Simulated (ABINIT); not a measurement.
## BN and the effect of the dispersion correction

The cell as given:

It takes space group P6_3/mmc (No. 194, hexagonal). The conventional cell has a = 2.498 Å, b = 2.498 Å, c = 6.636 Å, α = 90.00°, β = 90.00°, γ = 120.00°. N (site symmetry -6m2) is surrounded by 3 B at 1.44 Å. Around B (site symmetry -6m2) lie 3 N at 1.44 Å.

Kept alike: task relaxation of cell and atoms; functional PBE; k mesh 12 × 12 × 4; occupations fermi-dirac, width 0.05 eV; no spin polarisation. Program: ABINIT, JTH PAW PBE v2.0, cutoff 707 eV. The mesh is that of the run's cell of 4 atoms. No spin-orbit coupling.

| dispersion correction | band gap (eV) | volume (Å³/atom) | first edge of the run's cell (Å) | third edge of the run's cell (Å) |
| --- | --- | --- | --- | --- |
| D2 | 4.106 | 8.453 | 2.509 | 6.200 |
| D3(zero) | 4.304 | 9.361 | 2.510 | 6.864 |
| D3(BJ) | 4.267 | 9.079 | 2.507 | 6.671 |

Gaps hold for each row's own relaxed cell. The relaxations keep at least the cell's symmetry (P6_3/mmc). Relaxations stop with a little pressure left, so the last digits of a volume or edge aren't settled. A gap read on the mesh alone can miss an edge between its points.

**Question.** What does the dispersion correction change here?

**Answer.** The band gap runs from 4.106 (D2) to 4.304 eV (D3(zero)). The volume runs from 8.453 (D2) to 9.361 Å³/atom (D3(zero)). The first edge of the run's cell runs from 2.507 (D3(BJ)) to 2.510 Å (D3(zero)). The third edge of the run's cell runs from 6.200 (D2) to 6.864 Å (D3(zero)).
